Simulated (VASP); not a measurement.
# Fe (Im-3m) in VASP: notebook

Aim: see how the results for Fe move with the level of theory and the settings. Levels: PBEsol, LDA, rev-vdW-DF2. Tasks: relaxation of cell and atoms.

All numbers are computed with VASP 6.6.1; they aren't measurements. Logs are shortened: lines on timing, memory, paths and dates and some standing lists are left out, and cuts for length are marked.

## 1. Starting point

The structure is cubic, space group Im-3m (No. 229). Conventional cell: a = 2.886 Å, b = 2.886 Å, c = 2.886 Å, α = 90.00°, β = 90.00°, γ = 90.00°. Fe (site symmetry m-3m) is surrounded by 8 Fe at 2.50 Å.

## 2. Relaxation of cell and atoms, PBEsol, collinear spin, ferromagnetic start

Contents of INCAR:

```
SYSTEM = Fe
  PREC = Accurate
  ENCUT = 600
  EDIFF = 1E-6
  ISMEAR = 1
  SIGMA = 0.1
  LREAL = .False.
  LASPH = .True.
  NELM = 150
  ALGO = Normal
  ISIF = 3
  LWAVE = .False.
  LCHARG = .False.
  ISPIN = 2
  MAGMOM = 4
  LORBIT = 11
  LMAXMIX = 4
  GGA = PS
  IBRION = 2
  NSW = 90
  EDIFFG = -0.01
  AMIX = 0.2
  BMIX = 1E-4
  AMIX_MAG = 0.8
  BMIX_MAG = 1E-4
```

Contents of KPOINTS:

```
Automatic mesh
0
Gamma
  18 18 18
  0 0 0
```

Contents of POSCAR:

```
Fe
1.0
   -1.4430000000      1.4430000000      1.4430000000
    1.4430000000     -1.4430000000      1.4430000000
    1.4430000000      1.4430000000     -1.4430000000
Fe
1
Direct
    0.0000000000      0.0000000000      0.0000000000
```

Potentials or basis: VASP PAW PBE potentials, release 64 (Fe).

Launch:

```sh
$ cat potpaw_PBE.64/Fe/POTCAR > POTCAR
$ mpirun -np 1 vasp_std > vasp.out
```

OUTCAR:

```text
SYSTEM = Fe
   PREC = Accurate
   ENCUT = 600
   EDIFF = 1E-6
   ISMEAR = 1
   LREAL = .False.
   LASPH = .True.
   NELM = 150
   ISIF = 3
   ISPIN = 2
   LORBIT = 11
   GGA = PS
   IBRION = 2
   NSW = 90
   EDIFFG = -0.01
   AMIX = 0.2
   AMIX_MAG = 0.8

 ion  position               nearest neighbor table
   1  0.000  0.000  0.000-

  LATTYP: Found a body centered cubic cell.
 ALAT       =     2.8860000000

  Lattice vectors:

 A1 = (  -1.4430000000,   1.4430000000,   1.4430000000)
 A2 = (   1.4430000000,  -1.4430000000,   1.4430000000)
 A3 = (   1.4430000000,   1.4430000000,  -1.4430000000)

Analysis of symmetry for initial positions (statically):
=====================================================================
 Subroutine PRICEL returns:
 Original cell was already a primitive cell.

 Routine SETGRP: Setting up the symmetry group for a
 body centered cubic supercell.

 Subroutine GETGRP returns: Found 48 space group operations
 (whereof 48 operations were pure point group operations)
 out of a pool of 48 trial point group operations.

The static configuration has the point symmetry O_h .

Analysis of symmetry for dynamics (positions and initial velocities):
=====================================================================
 Subroutine PRICEL returns:
 Original cell was already a primitive cell.

 Routine SETGRP: Setting up the symmetry group for a
 body centered cubic supercell.

 Subroutine GETGRP returns: Found 48 space group operations
 (whereof 48 operations were pure point group operations)
 out of a pool of 48 trial point group operations.

The dynamic configuration has the point symmetry O_h .

Analysis of structural, dynamic, and magnetic symmetry:
=====================================================================
 Subroutine PRICEL returns:
 Original cell was already a primitive cell.

 Routine SETGRP: Setting up the symmetry group for a
 body centered cubic supercell.

 Subroutine GETGRP returns: Found 48 space group operations
 (whereof 48 operations were pure point group operations)
 out of a pool of 48 trial point group operations.

The overall configuration has the point symmetry O_h .

 Subroutine INISYM returns: Found 48 space group operations
 (whereof 48 operations are pure point group operations),
 and found     1 'primitive' translations

----------------------------------------------------------------------------------------

                                     Primitive cell

  volume of cell :      12.0187

  direct lattice vectors                    reciprocal lattice vectors
    -1.443000000  1.443000000  1.443000000     0.000000000  0.346500347  0.346500347
     1.443000000 -1.443000000  1.443000000     0.346500347  0.000000000  0.346500347
     1.443000000  1.443000000 -1.443000000     0.346500347  0.346500347  0.000000000

  length of vectors
     2.499349315  2.499349315  2.499349315     0.490025489  0.490025489  0.490025489

  position of ions in fractional coordinates (direct lattice)
     0.000000000  0.000000000  0.000000000

  ion indices of the primitive-cell ions
   primitive index   ion index
                 1           1

----------------------------------------------------------------------------------------

 KPOINTS: Automatic mesh

Automatic generation of k-mesh.
 Grid dimensions read from file:
 generate k-points for:   18   18   18

 Generating k-lattice:

  Cartesian coordinates                     Fractional coordinates (reciprocal lattice)
     0.000000000  0.019250019  0.019250019     0.055555556  0.000000000  0.000000000
     0.019250019  0.000000000  0.019250019     0.000000000  0.055555556  0.000000000
     0.019250019  0.019250019  0.000000000     0.000000000  0.000000000  0.055555556

  Length of vectors
     0.027223638  0.027223638  0.027223638

  Shift w.r.t. Gamma in fractional coordinates (k-lattice)
     0.000000000  0.000000000  0.000000000

 Subroutine IBZKPT returns following result:
 ===========================================

 Found    195 irreducible k-points:

 Following reciprocal coordinates:
            Coordinates               Weight
  0.000000  0.000000  0.000000      1.000000
  0.055556  0.000000  0.000000     12.000000
  0.111111  0.000000  0.000000     12.000000
  0.166667  0.000000  0.000000     12.000000
  0.222222  0.000000  0.000000     12.000000
  0.277778  0.000000  0.000000     12.000000
[... 16 lines left out ...]
  0.333333  0.111111  0.000000     48.000000
  0.388889  0.111111 -0.000000     48.000000
 [... further k-points ...]
   k-points           NKPTS =    195   k-points in BZ     NKDIM =    195   number of bands    NBANDS=     10
   number of dos      NEDOS =    301   number of ions     NIONS =      1
   total plane-waves  NPLWV =   8000
   dimension x,y,z NGX =    20 NGY =   20 NGZ =   20
   dimension x,y,z NGXF=    40 NGYF=   40 NGZF=   40
   ions per type =               1
   NGX,Y,Z   is equivalent  to a cutoff of  13.30, 13.30, 13.30 a.u.
   NGXF,Y,Z  is equivalent  to a cutoff of  26.61, 26.61, 26.61 a.u.
 SYSTEM =  Fe
   PREC   = accura    normal or accurate (medium, high low for compatibility)
   ISTART =      0    job   : 0-new  1-cont  2-samecut
   ICHARG =      2    charge: 1-file 2-atom 10-const
   ISPIN  =      2    spin polarized calculation?
   LNONCOLLINEAR =      F non collinear calculations
   LSORBIT =      F    spin-orbit coupling
   LASPH  =      T    aspherical Exc in radial PAW
   ENCUT  =  600.0 eV  44.10 Ry    6.64 a.u.   4.99  4.99  4.99*2*pi/ulx,y,z
   NELM   =    150;   NELMIN=  2; NELMDL= -5     # of ELM steps
   EDIFF  = 0.1E-05   stopping-criterion for ELM
   LREAL  =      F    real-space projection
   EDIFFG = -.1E-01   stopping-criterion for IOM
   NSW    =     90    number of steps for IOM
   IBRION =      2    ionic relax: 0-MD 1-quasi-New 2-CG
   NFREE  =      1    steps in history (QN), initial steepest desc. (CG)
   ISIF   =      3    stress and relaxation
   ISYM   =      2    0-nonsym 1-usesym 2-fastsym
   POTIM  = 0.5000    time-step for ionic-motion
   TEBEG  =    0.0;   TEEND  =   0.0 temperature during run
   PSTRESS=    0.0 pullay stress
   NELECT =       8.0000    total number of electrons
   NUPDOWN=      -1.0000    fix difference up-down
   EMIN   =  10.00;   EMAX   =-10.00  energy-range for DOS
   EFERMI =   0.00;   METHOD = LEGACY
   ISMEAR =     1;   SIGMA  =   0.10  broadening in eV -4-tet -1-fermi 0-gaus
   EFERMI_NEDOS =   21; number of points for ismear=-14 and -15
   IALGO  =     38    algorithm
   IMIX   =      4    mixing-type and parameters
     AMIX     =   0.20;   BMIX     =  0.00
     AMIX_MAG =   0.80;   BMIX_MAG =  0.00
  volume/ion in A,a.u.               =      12.02        81.11
  Fermi-wavevector in a.u.,A,eV,Ry     =   1.429394  2.701162 27.798962  2.043166
  Thomas-Fermi vector in A             =   2.549352
   LORBIT       =     11    0 simple, 1 ext, 2 COOP (PROOUT), +10 PAW based schemes
   GGA     = PS    functional components
   LHFCALC =     F    Hartree Fock is set to
   AEXX    =    0.0000 exact exchange contribution
   IVDW    =     0    specifies the selected vdW correction
   LEPSILON=     F    determine dielectric tensor
   LRPA    =     F    only Hartree local field effects (RPA)
 conjugate gradient relaxation of ions
 spin polarized calculation
 Methfessel and Paxton  Order N= 1 SIGMA  =   0.10
  energy-cutoff  :      600.00
  volume of cell :       12.02
 maximum number of plane-waves:       418
   NGX =  9   NGY =  9   NGZ =  9

--------------------------------------- Ionic step        1  -------------------------------------------

 number of electron       7.9999995 magnetization       2.2700263

 Free energy of the ion-electron system (eV)
  ---------------------------------------------------
  ext. energy  EPLUGINS =         0.00000000
  ---------------------------------------------------
  free energy    TOTEN  =        -8.84323756 eV

  energy without entropy =       -8.84350782  energy(sigma->0) =       -8.84332765

------------------------ aborting loop because EDIFF is reached ----------------------------------------

  FORCE on cell =-STRESS in cart. coord.  units (eV):
  Direction    XX          YY          ZZ          XY          YZ          ZX
  --------------------------------------------------------------------------------------
  -------------------------------------------------------------------------------------
  Total       -1.3570171     -1.3570171     -1.3570171     -0.0000000     -0.0000000      0.0000000
  in kB     -180.8993152   -180.8993152   -180.8993152     -0.0000000     -0.0000000      0.0000000
  external PRESSURE =    -180.8993152 kB  Pullay stress =       0.0000000 kB
[... 90 lines left out ...]
  energy  without entropy=       -8.9192733688  energy(sigma->0) =       -8.91967115

--------------------------------------- Ionic step        4  -------------------------------------------

 number of electron       8.0000000 magnetization       2.1211502

 Free energy of the ion-electron system (eV)
  ---------------------------------------------------
  ext. energy  EPLUGINS =         0.00000000
  ---------------------------------------------------
  free energy    TOTEN  =        -8.91996377 eV

  energy without entropy =       -8.91943124  energy(sigma->0) =       -8.91978626

 E-fermi :   6.2122     XC(G=0): -13.5537

 val. band max:        6.2073116899   @ k =  -0.3889   0.5000   0.1667
 cond. band min:       6.2171710910   @ k =   0.5000   0.5000   0.4444
 fundamental gap:      0.0098594011
 Fermi energy:         6.2121835970

 spin component 1

 k-point     1 :       0.0000    0.0000    0.0000
  band No.  band energies     occupation
      1      -2.6388      1.00000
      2       3.7657      1.00000
      3       3.7657      1.00000
      4       3.7657      1.00000
      5       5.1267      1.00000
      6       5.1267      1.00000
      7      31.5669      0.00000
      8      31.5669      0.00000
      9      31.5669      0.00000
     10      36.9889      0.00000
[... 287 lines left out ...]
 k-point    24 :       0.3889    0.1111   -0.0000
  band No.  band energies     occupation
      1       1.2169      1.00000
      2       2.6651      1.00000
      3       4.4869      1.00000
      4       5.1538      1.00000
      5       5.7657      1.00000
      6       7.9901     -0.00000
      7      14.7590      0.00000
      8      22.8440      0.00000
      9      26.3225      0.00000
     10      31.7593      0.00000

 [... further k-points ...]

 spin component 2

 k-point     1 :       0.0000    0.0000    0.0000
  band No.  band energies     occupation
      1      -2.3643      1.00000
      2       5.6143      1.00000
      3       5.6144      1.00000
      4       5.6144      1.00000
      5       7.7127     -0.00000
      6       7.7128     -0.00000
      7      31.5028      0.00000
      8      31.5028      0.00000
      9      31.5028      0.00000
     10      37.3201      0.00000
[... 327 lines left out ...]
  FREE ENERGIE OF THE ION-ELECTRON SYSTEM (eV)
  ---------------------------------------------------
  free  energy   TOTEN  =        -8.9199637725 eV

  energy  without entropy=       -8.9194312364  energy(sigma->0) =       -8.91978626

 reached required accuracy - stopping structural energy minimisation

 total charge

# of ion       s       p       d       tot
------------------------------------------
    1        0.511   0.590   6.276   7.378

 magnetization (x)

# of ion       s       p       d       tot
------------------------------------------
    1       -0.012  -0.048   2.161   2.102
```

Run time: 57 s. Hardware: 1 thread of Intel Xeon 6975P-C (Granite Rapids), shared host; peak memory 0.18 GiB.

Results:

* Free energy: -8.9200 eV
* Relaxed volume: 10.83 Å³/atom
* Relaxed cell: a = 2.414 Å, b = 2.414 Å, c = 2.414 Å, α = 109.47°, β = 109.47°, γ = 109.47°
* Space group after relaxing (to 0.05 Å): Im-3m (No. 229)
* Energy gained by relaxing: 76.7 meV/atom
* Ionic steps: 4
* Pressure after relaxing: -0.1 GPa
* Band gap on the k mesh: none (metal or under the smearing width)
* Net moment: 2.12 μB per cell
* Site moments: Fe +2.10 μB
* Valence electrons inside the program's atomic spheres: Fe 7.38

The path:
```tsv
step	energy change (eV)	largest force (eV/Å)	pressure (GPa)	volume (Å³)
1	0.0000	0.0000	-18.09	12.02
2	0.0030	0.0000	24.70	9.81
3	-0.0766	0.0000	-0.76	10.86
4	-0.0767	0.0000	-0.14	10.83
```

Final structure:
```yaml
crystal:
  lattice:
    - [-1.39370, 1.39370, 1.39370]
    - [1.39370, -1.39370, 1.39370]
    - [1.39370, 1.39370, -1.39370]
  atoms:
    - { symbol: Fe, position: [0.00000, 0.00000, 0.00000] }
```

Caveat: the PAW data sets were made with another functional, which shifts forces and pressure a little.

## 3. Relaxation of cell and atoms, PBEsol, collinear spin, ferromagnetic start

This run uses another cell than the first one, of 10.83 Å³/atom, 0.901 times its volume.

INCAR: that of step 2 with these lines changed.

```diff
@@ -3,3 +3,3 @@
   ENCUT = 600
-  EDIFF = 1E-6
+  EDIFF = 1E-7
   ISMEAR = 1
@@ -20,3 +20,3 @@
   NSW = 90
-  EDIFFG = -0.01
+  EDIFFG = -0.005
   AMIX = 0.2
```

KPOINTS is that of step 2.

Contents of POSCAR:

```
Fe                                      
1.0
   -1.3937043859      1.3937043859      1.3937043859
    1.3937043859     -1.3937043859      1.3937043859
    1.3937043859      1.3937043859     -1.3937043859
  Fe            
     1
Direct
     0.0000000000000000    1.0000000000000000    1.0000000000000000
```

Potentials or basis: VASP PAW PBE potentials, release 64 (Fe).

Launch:

```sh
$ cat potpaw_PBE.64/Fe/POTCAR > POTCAR
$ mpirun -np 1 vasp_std > vasp.out
```

OUTCAR:

```text
SYSTEM = Fe
   PREC = Accurate
   ENCUT = 600
   EDIFF = 1E-7
   ISMEAR = 1
   LREAL = .False.
   LASPH = .True.
   NELM = 150
   ISIF = 3
   ISPIN = 2
   LORBIT = 11
   GGA = PS
   IBRION = 2
   NSW = 90
   EDIFFG = -0.005
   AMIX = 0.2
   AMIX_MAG = 0.8

 ion  position               nearest neighbor table
   1  0.000  0.000  0.000-

  LATTYP: Found a body centered cubic cell.
 ALAT       =     2.7874087718

  Lattice vectors:

 A1 = (  -1.3937043859,   1.3937043859,   1.3937043859)
 A2 = (   1.3937043859,  -1.3937043859,   1.3937043859)
 A3 = (   1.3937043859,   1.3937043859,  -1.3937043859)

Analysis of symmetry for initial positions (statically):
=====================================================================
 Subroutine PRICEL returns:
 Original cell was already a primitive cell.

 Routine SETGRP: Setting up the symmetry group for a
 body centered cubic supercell.

 Subroutine GETGRP returns: Found 48 space group operations
 (whereof 48 operations were pure point group operations)
[... 502 lines left out ...]

 k-point     1 :       0.0000    0.0000    0.0000
  band No.  band energies     occupation
      1      -2.3643      1.00000
      2       5.6142      1.00000
      3       5.6143      1.00000
      4       5.6143      1.00000
      5       7.7127     -0.00000
      6       7.7128     -0.00000
      7      31.5027      0.00000
      8      31.5027      0.00000
      9      31.5027      0.00000
     10      37.3201      0.00000
[... 287 lines left out ...]
 k-point    24 :       0.3889    0.1111    0.0000
  band No.  band energies     occupation
      1       2.4521      1.00000
      2       4.3146      1.00000
      3       5.7514      1.00000
      4       7.5287     -0.00000
      5       8.1172     -0.00000
      6       9.5637      0.00000
      7      15.9805      0.00000
      8      23.3527      0.00000
      9      26.8367      0.00000
     10      32.2501      0.00000

 [... further k-points ...]
[... 5 lines left out ...]
  --------------------------------------------------------------------------------------
  -------------------------------------------------------------------------------------
  Total       -0.0036940     -0.0036940     -0.0036940      0.0000000      0.0000000      0.0000000
  in kB       -0.5465593     -0.5465593     -0.5465593      0.0000000      0.0000000      0.0000000
  external PRESSURE =      -0.5465593 kB  Pullay stress =       0.0000000 kB

 VOLUME and BASIS-vectors are now :
 -----------------------------------------------------------------------------
  energy-cutoff  :      600.00
  volume of cell :       10.83
      direct lattice vectors                 reciprocal lattice vectors
    -1.393704386  1.393704386  1.393704386     0.000000000  0.358756136  0.358756136
     1.393704386 -1.393704386  1.393704386     0.358756136  0.000000000  0.358756136
     1.393704386  1.393704386 -1.393704386     0.358756136  0.358756136  0.000000000

 POSITION                                       TOTAL-FORCE (eV/Angst)
 -----------------------------------------------------------------------------------
      0.00000      0.00000      0.00000         0.000000     -0.000000     -0.000000
 -----------------------------------------------------------------------------------
    total drift:                                0.000000     -0.000000      0.000000

  FREE ENERGIE OF THE ION-ELECTRON SYSTEM (eV)
  ---------------------------------------------------
  free  energy   TOTEN  =        -8.9194208214 eV

  energy  without entropy=       -8.9188897215  energy(sigma->0) =       -8.91924379

 reached required accuracy - stopping structural energy minimisation

 total charge

# of ion       s       p       d       tot
------------------------------------------
    1        0.511   0.590   6.276   7.377

 magnetization (x)

# of ion       s       p       d       tot
------------------------------------------
    1       -0.012  -0.048   2.161   2.102
```

CONTCAR:

```text
Fe
   1.00000000000000
    -1.3937043859000000    1.3937043859000000    1.3937043859000000
     1.3937043859000000   -1.3937043859000000    1.3937043859000000
     1.3937043859000000    1.3937043859000000   -1.3937043859000000
  Fe
     1
Direct
     0.0000000000000000    0.0000000000000000    0.0000000000000000

  0.00000000E+00  0.00000000E+00  0.00000000E+00
```

Run time: 23 s. Hardware: 1 thread of Intel Xeon 6975P-C (Granite Rapids), shared host; peak memory 0.16 GiB.

Results:

```
Free energy                                           : -8.9194 eV
Pressure after relaxing                               : -0.1 GPa
Band gap on the k mesh                                : none (metal or under the smearing width)
Net moment                                            : 2.12 μB per cell
Site moments                                          : Fe +2.10 μB
Valence electrons inside the program's atomic spheres : Fe 7.38
```

Final structure:
```
Fe
1.0
    -1.39370    1.39370    1.39370
     1.39370   -1.39370    1.39370
     1.39370    1.39370   -1.39370
Fe
1
Direct
  0.00000 0.00000 0.00000
```

Levels at points of the mesh, in eV from the Fermi level:
Spin up:
| k point | band 3 | band 4 | band 5 | band 6 | band 7 | band 8 |
| --- | --- | --- | --- | --- | --- | --- |
| (0.00, 0.00, 0.00) | -2.45 | -2.45 | -1.09 | -1.09 | 25.35 | 25.35 |
| (0.50, 0.00, 0.00) | -1.02 | -0.87 | 0.38 | 0.47 | 7.72 | 18.65 |
| (0.50, 0.50, 0.50) | 0.17 | 0.17 | 0.17 | 10.14 | 10.14 | 10.14 |
Spin down:
| k point | band 1 | band 2 | band 3 | band 4 | band 5 | band 6 | band 7 | band 8 |
| --- | --- | --- | --- | --- | --- | --- | --- | --- |
| (0.00, 0.00, 0.00) | -8.58 | -0.60 | -0.60 | -0.60 | 1.50 | 1.50 | 25.29 | 25.29 |
| (0.50, 0.00, 0.00) | -4.00 | -1.96 | 0.62 | 1.38 | 1.78 | 2.61 | 9.09 | 18.82 |
| (0.50, 0.50, 0.50) | -3.45 | -3.45 | 2.29 | 2.29 | 2.29 | 10.51 | 10.51 | 10.51 |

Caveat: the relaxation stopped at its first step, so nothing moved; the PAW data sets were made with another functional, which shifts forces and pressure a little.

(Continued in part 2 of 2.)
